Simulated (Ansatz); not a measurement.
The system is Ir.

```
Ir
1.0
     2.75138    0.00000    0.00000
    -1.37569    2.38276    0.00000
     0.00000    0.00000    4.46229
Ir
2
Direct
  0.33333 0.66667 0.25000
  0.66667 0.33333 0.75000
```

This isn't the form of Ir at room conditions, which is fcc.

Base run:

```yaml
Program: Ansatz 0.2.0
Functional: r2SCAN
Potentials_or_basis: Ansatz PAW
Cutoff: 500 eV
Density_cutoff: 2000 eV
k_mesh: 11 × 11 × 6
Occupations: fermi-dirac, width 0.05 eV
Spin: no spin polarisation
```

Its results: band gap on the k mesh none (metal or under the smearing width); pressure -8.7 GPa.

Problem. The run is repeated on the same cell with these changes: functional from r2SCAN to PBEsol; cutoff from 500 eV to 420 eV; density cutoff from 2000 eV to 1680 eV. What comes out?

Solution. Band gap on the k mesh none (metal or under the smearing width); pressure -12.4 GPa.

Caveats: the PAW data sets come from PBE, with cores solved anew for the run's functional, which leaves a small shift of forces and pressure.

Not every run made on this cell is shown here.
